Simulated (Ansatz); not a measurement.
BeO in space group P6_3mc (No. 186; Pearson symbol hP12), PBEsol in the plane-wave PAW code Ansatz, all energies at zero smearing, with the estimated change up to a 700 eV cutoff added, with one set of potentials and settings (totals compare only within such a set). Cell of 12 atoms (6 Be, 6 O): -3925.565 eV.

```json
[
 {"element": "Be", "reference phase": "P6_3/mmc, 2 atoms in the cell", "E (eV/atom)": "-90.3483"},
 {"element": "O", "reference phase": "C2/m, 4 atoms in the cell, spin-polarised", "E (eV/atom)": "-558.3554"}
]
```

Formation energy per atom, worked out: (-3925.565 − 6×(-90.3483) − 6×(-558.3554))/12 = -2.779 eV/atom (-268 kJ per mol of atoms), at 0 K, without zero-point energy or fitted corrections.

The cell is a constructed one: a structure type filled with these elements. Its sites differ from those of the usual phase in this space group: another stacking or structure type. The cell was relaxed with PBEsol under the symmetry of its start; of distortions, only those at the zone centre were tested. The references are the lowest solids computed at this level, not always the standard phases (solids in place of the gases).

Potentials: the later of the program's two PAW sets.
